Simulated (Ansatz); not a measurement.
Structure relaxation of ZnSe₃

Theory: DFT PBE, scalar-relativistic, plane waves, PAW (Ansatz). Cutoff 420 eV, Γ-centred k mesh, Gaussian smearing, no spin polarisation in the final step.

ZnSe₃ was placed on the ReO3 structure type (Pm-3m, No. 221), with Zn in place of Re, Se in place of O, at a guessed volume.

```yaml
crystal:
  lattice:
    - [4.88793, 0.00000, 0.00000]
    - [0.00000, 4.88793, 0.00000]
    - [0.00000, 0.00000, 4.88793]
  atoms:
    - { symbol: Zn, position: [0.00000, 0.00000, 0.00000] }
    - { symbol: Se, position: [0.50000, 0.00000, 0.00000] }
    - { symbol: Se, position: [0.00000, 0.50000, 0.00000] }
    - { symbol: Se, position: [0.00000, 0.00000, 0.50000] }
```

Cell and atoms relax at zero pressure; the relaxation can't lower the symmetry of the start.

The zero of energy is the elements' standard structures at the same level; no fitted shifts are applied.

Task: Describe the relaxed structure.

Result: It keeps Pm-3m (No. 221). The result has the ReO3 structure. Conventional cell: a = 4.968 Å. Around Zn lie 6 Se at 2.48 Å; around Se lie 2 Zn at 2.48 Å.

Space group Pm-3m (No. 221). a = 4.968 Å, b = 4.968 Å, c = 4.968 Å, α = 90.00°, β = 90.00°, γ = 90.00°
```tsv
atom	site	symmetry	x	y	z
Zn	1a	m-3m	0.0000	0.0000	0.0000
Se	3d	4/mm.m	0.5000	0.0000	0.0000
```

Task: What are its volume, energy, density and gap?

Result: The volume per atom is 30.66 Å³, the density is 4.09 g/cm³ and the energy over the elements is 0.56 eV/atom. The gap on the 10×10×10 mesh is 0 eV (a metal).

The final run used a 10×10×10 mesh on its 4-atom cell and 0.10 eV smearing. For metals, differences of a few meV/atom aren't resolved. Symmetry constrained the relaxation, so the result can be a saddle point. The steps took roughly 28 core-seconds in all.

Cost: 2 runs of about 0.47 core-minutes in all, on AMD EPYC 9R45 (Zen 5) (shared hosts).